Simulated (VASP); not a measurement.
# MgS: single point with PBEsol

Crystal: MgS.

```
Mg S
1.0
     3.71185    0.00000    0.00000
    -1.85593    3.21456    0.00000
     0.00000    0.00000    6.43229
Mg S
2 2
Direct
  0.66667 0.33333 0.49575
  0.33333 0.66667 0.99575
  0.33333 0.66667 0.37924
  0.66667 0.33333 0.87924
```

The cell comes from a database or a generator and needn't be the stable form of this composition.

The cell isn't the ideal one: strain -0.080 along x and y, +0.000 along z, atoms carried along.

```
Program                : VASP 6.6.1
Task                   : single point
Functional             : PBEsol
Potentials or basis    : VASP PAW PBE potentials, release 64 (Mg, S)
Cutoff                 : 520 eV
k mesh                 : 6 × 6 × 4
Occupations            : gaussian, width 0.05 eV
Spin                   : no spin polarisation
Dipole correction      : no
Further INCAR settings : ALGO = Normal; EDIFF = 1e-06; NBANDS = 16
```

The pressure is 14.1 GPa and the largest force is 1.027 eV/Å. The band gap on the k mesh is 4.09 eV, direct.

Forces in eV/Å, atoms in the order of the input:
```
Mg   0.000  0.000  1.027
Mg   0.000  0.000  1.027
S    0.000  0.000 -1.027
S    0.000  0.000 -1.027
```

Stress tensor (GPa, compression positive):
```
18.75  0.00  0.00
 0.00 18.75  0.00
 0.00  0.00  4.83
```

Levels at points of the mesh, in eV from the valence-band top:
| k point | band 5 | band 6 | band 7 | band 8 | band 9 | band 10 | band 11 | band 12 |
| --- | --- | --- | --- | --- | --- | --- | --- | --- |
| (0.00, 0.00, 0.00) | -0.34 | -0.17 | 0.00 | 0.00 | 4.09 | 5.68 | 7.83 | 8.13 |
| (0.50, 0.00, 0.00) | -2.15 | -1.20 | -1.08 | -0.49 | 4.86 | 4.93 | 6.24 | 7.96 |
| (0.00, 0.00, 0.50) | -0.18 | -0.18 | -0.18 | -0.18 | 5.89 | 5.89 | 7.83 | 7.83 |
| (0.50, 0.00, 0.50) | -1.05 | -1.05 | -0.88 | -0.88 | 4.52 | 4.52 | 6.35 | 6.35 |

Run time: 14 s on 1 thread of AMD EPYC 9R45 (Zen 5) (shared host), peak memory 0.15 GiB.

Caveat: the PAW data sets were made with another functional, which shifts forces and pressure a little. A k mesh can miss the band edges.
